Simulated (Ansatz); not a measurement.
The parent structure is BeO in the wurtzite structure (space group P6_3mc, No. 186; a = 2.690 Å, c = 4.370 Å). Axes: x lies along a and z along c of the hexagonal cell.

All numbers come from r2SCAN (Ansatz, an electronic-structure program, PAW, no spin-orbit coupling).

For the base:

```
Item                Result
-------------  -----------
Gap character  direct at Γ
Band gap           8.55 eV
```

It is then changed as follows: the cell is compressed by 3.33 % along y with no lateral relaxation; the atoms relax in the strained cell.

### Question
What happens to the largest internal atomic displacement, gap character, energy relative to the base and band gap?

### Answer
The largest internal atomic displacement is 0.014 Å; the gap character is still direct at Γ; the energy rises by 11 meV/atom; the band gap grows by 0.23 eV, from 8.55 eV to 8.78 eV.

No phonon test of stability was made. k-point labels follow each cell's own Brillouin zone.
